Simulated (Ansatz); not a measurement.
# AlNi: the cost of one run

Method: DFT PBEsol, scalar-relativistic, plane waves, PAW, in Ansatz 0.2.0.

2 further runs of the same task are left out: 2 set aside as unsound or not needed.

## Step 1: The starting structure

The structure is tetragonal, space group P4/mmm (No. 123). Conventional cell: a = 2.859 Å, b = 2.859 Å, c = 2.869 Å, α = 90.00°, β = 90.00°, γ = 90.00°. Al (site symmetry 4/mmm) is surrounded by 8 Ni at 2.48 Å. Ni (site symmetry 4/mmm) has 8 Al at 2.48 Å in its first shell of neighbours.

As a file:

```
CELL_PARAMETERS angstrom
4.04266 0.00000 -2.86941
-4.04266 0.00000 -2.86941
0.00000 4.04270 2.86941
ATOMIC_POSITIONS crystal
Al 0.50000 0.50000 0.00000
Al 0.00000 0.50000 0.50000
Al 0.50000 0.00000 0.50000
Al 0.00000 0.00000 0.00000
Ni 0.00000 0.00000 0.50000
Ni 0.50000 0.00000 0.00000
Ni 0.00000 0.50000 0.00000
Ni 0.50000 0.50000 0.50000
```

It goes back to an entry of the Materials Project, which need not be the stable form.

It is built from the cell relaxed beforehand with the same method (11.72 Å³/atom).

## Step 2: Zero of the scan

Contents of input.yaml:

```yaml
crystal:
  lattice:
    - [4.0426561742, 0.0, -2.8694088109]
    - [-4.0426561742, 0.0, -2.8694088109]
    - [0.0, 4.0426995766, 2.8694088109]
  atoms:
    - { symbol: Al, position: [0.5, 0.5, 0.0] }
    - { symbol: Al, position: [0.0, 0.5, 0.5] }
    - { symbol: Al, position: [0.5, 0.0, 0.5] }
    - { symbol: Al, position: [0.0, 0.0, 0.0] }
    - { symbol: Ni, position: [1.0, 1.0, 0.5] }
    - { symbol: Ni, position: [0.5, 1.0, 0.0] }
    - { symbol: Ni, position: [1.0, 0.5, 0.0] }
    - { symbol: Ni, position: [0.5, 0.5, 0.5] }
basis:
  ecutwfc: 420
kpoints:
  mp_grid: { grid: [8, 8, 8] }
hamiltonian:
  xc: pbesol
scf:
  occupations: { method: gaussian, width: 0.15 }
output:
  forces: true
  stress: true
  eigenvalues: true
  write_density: true
  write_potential: true
  elf: true
  volumetric_format: npy
```

Started as:

```console
> ansatz run input.yaml --threads 2 --pin off --max-ram 5120MiB --backend cpu --events-out ev --progress --plain --runs-dir out
```

What time and memory should one allow on 2 threads of Intel Xeon 6975P-C (Granite Rapids), shared host?

About 7.3 s, with a peak of 0.64 GiB.
